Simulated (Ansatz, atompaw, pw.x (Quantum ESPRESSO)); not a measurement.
**titanium: one change to the PAW (atompaw) potential, in the atom and in the bcc crystal**

atompaw 4.2.0.5 input, output lines left out:

```
Ti 22
GGA-PBE scalarrelativistic loggrid 1500 logderivrange -7 5 301
4 4 3 0 0 0
4 1 0
3 2 2
0 0 0
c
c
v
v
c
v
v
v
2
2.50 2.45 1.85 2.05
n
n
y
4.15
n
custom rrkj gramschmidtortho sinc
bessel
1.15
1.65
1.15
2.50
2.50
2.50
```

Change: core [Ar], valence charge 4; reference 3d2.5 4s1.5 4p0; waves now 4s (bound): rc 3.00 bohr; 4s channel at 4 Ry: rc 3.00 bohr; 4p (bound): rc 3.00 bohr; 4p channel at 2.6 Ry: rc 3.00 bohr; 3d (bound): rc 1.80 bohr; 3d channel at 5 Ry: rc 3.00 bohr; local potential bessel scheme, radius 2.30 bohr; core correction smooth core density matched at 2.45 bohr; augmentation sinc compensation charge, radius 2.20 bohr; PAW radius 3.00 bohr; waves and projectors: custom rrkj gramschmidtortho.

Cutoffs, loose and tight: the cutoffs (Ry, on a coarse ladder) from which the occupation-weighted sum of valence levels, in a spherical-Bessel basis at the reference potential, stays within 10 and 1 mRy of its value at 400 Ry. They see the waves and projectors alone, not the compensation charge or the core.

Crystal test: bcc Ti in pw.x 7.5, no spin, 14³ k-points, Fermi–Dirac smearing 0.01 Ry, cutoffs set for each file from its atomic test. The reference is all-electron LAPW (Ansatz 0.2.0) with the same functional, mesh and smearing; V0 and B0 come from Birch–Murnaghan fits to the pressures at five volumes. Errors are pseudo minus all-electron; Δ is the rms difference of the E(V) curves that follow from these fits, minima aligned, over ±6 % about the mean V0. Mesh and smearing are coarse, so the numbers serve the comparison and aren't converged zero-temperature values; the lattice is a test structure that the element need not adopt.

All-electron: a0 = 3.264 Å (V0 = 17.38 Å³/atom), B0 = 104.1 GPa.

**Question.** Does the change bring the crystal closer to the all-electron result?

**Answer.** The mean pressure error goes from +3.68 to -0.91 GPa, so the change moves the solid closer to the all-electron pressures. The B0 error goes the other way, from +1.0 to +7.2 %.

```tsv
quantity	base	changed
outcome (atom)	generated	generated
cutoff, loose (atom)	55 Ry	30 Ry
cutoff, tight (atom)	100 Ry	40 Ry
bound ghosts (atom)	none	none
cutoffs in pw.x (Ry)	120/900	50/500
a0 (Å)	3.299	3.254
a0 error (%)	+1.09	-0.29
B0 error (%)	+1.0	+7.2
Δ (meV/atom)	13.2	3.5
mean pressure error (GPa)	+3.68	-0.91
```

Base: This is a poor potential for the solid. Changed file: The largest radius (3.00 bohr) exceeds half the bond length (2.67 bohr), so the spheres overlap, which is one possible source of error among others. The atomic cutoffs weigh occupied waves only.
